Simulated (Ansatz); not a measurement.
# A series in volume scale on Cu

Results calculated with Ansatz 0.2.0, not measured. Periodic Kohn-Sham DFT of a crystal at fixed atoms, scaled to volume_scale times the given cell; pressure positive in compression, energy less spherical unpolarised free atoms, largest_vzz the field gradient of largest size among the nuclei.

The cell before it is scaled or strained (space group Fm-3m, No. 225):
```
cell vectors (Å)
   0.0000     1.8075     1.8075
   1.8075     0.0000     1.8075
   1.8075     1.8075     0.0000
atoms (fractions of the cell vectors)
Cu  0.00000  0.00000  0.00000
```

Settings of every row: method all-electron PAW; functional PBE; relativity scalar; k mesh 19x19x19; filling fermi-dirac; smearing width 0.08 eV; nucleus gaussian.

Atom start moment: 0 on all atoms.

```csv
row,volume scale,V (Å³/atom),pressure (GPa)
1,0.94,11.102,12.494
2,0.96,11.338,8.451
3,0.98,11.574,4.869
4,0.99,11.692,3.233
5,1.01,11.929,?
6,1.02,12.047,-1.126
7,1.04,12.283,-3.624
```

Question: what pressure should row 5 give?

Worked fit of pressure. Take u = (V_r/V)^(2/3) − 1 with V_r = 11.633 Å³ an atom, which is twice the finite (Eulerian) strain; such expansions in the strain, on which the Birch-Murnaghan equation of state is built, carry the rest volume and the bulk modulus. The shown rows have u = 0.03164, 0.01727, 0.0034, -0.00337, -0.02304, -0.0356. Least squares give pressure = 4.0395 + 241.62 × u + 777.02 × u² + 1020 × u³ GPa; a parabola predicts inner rows, each left out in turn, worse (root mean square 0.012 against 0.0034 GPa). The rows lie off it by -0.001, 0.002, -0.001, -0.001, 0.001, -0.001. The pressure vanishes at u = -0.0177, or V = 11.95 Å³ an atom, and there the bulk modulus at fixed shape and fractions is B = −V dP/dV = (2/3)(1 + u) dP/du = 141 GPa. The withheld row has u = -0.01661, so the fit gives 4.0395 + 241.62 × (-0.01661) + 777.02 × (-0.01661)² + 1020 × (-0.01661)³ = 0.236 GPa.

The calculation gave 0.241 GPa. The fit lies 0.005 GPa (2.1 % of the value, 0.031 % of the column's range) below it; its largest miss of a shown row is 0.002 GPa.
